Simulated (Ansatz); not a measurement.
**Sb under changes of volume**

One of the cells (26.962 Å³/atom); the others are scaled copies at fixed shape and fractional positions:

```
Sb
1.0
    -1.57654    1.57654    2.71194
     1.57654   -1.57654    2.71194
     1.57654    1.57654   -2.71194
Sb
1
Direct
  0.00000 0.00000 0.00000
```

This isn't the form of Sb at room conditions, which is rhombohedral.

```yaml
Program: Ansatz 0.2.0
Functional: PBE
Potentials_or_basis: Ansatz PAW
Cutoff: "420 eV (not typed: the program's choice for these potentials)"
k_mesh: 12 × 12 × 12
Occupations: fermi-dirac, width 0.05 eV
Spin: no spin polarisation
```

```tsv
volume (Å³/atom)	energy over the lowest point (meV/atom)	pressure (GPa)
25.344	44.39	6.5
25.883	25.38	4.8
26.423	?	?
26.962	3.75	1.8
27.501	0.00	0.5
28.040	0.31	-0.6
28.580	4.27	-1.7
```

Task: What does the run at 26.423 Å³/atom give?

Result: Energy over the lowest point 12.04 meV/atom; pressure 3.2 GPa.

Worked out: A Birch-Murnaghan fit of order 3 (a polynomial in V^(-2/3)) to the other rows has its minimum at 27.72 Å³/atom with B0 = V·E''(V) = 59 GPa and B' = 4.7 at fixed shape and positions, which overstates the stiffness. It gives 12.02 meV/atom at 26.423 Å³/atom, against the run's 12.04, and -dE/dV = 3.2 GPa, against 3.2.

Energies are extrapolated to zero smearing.
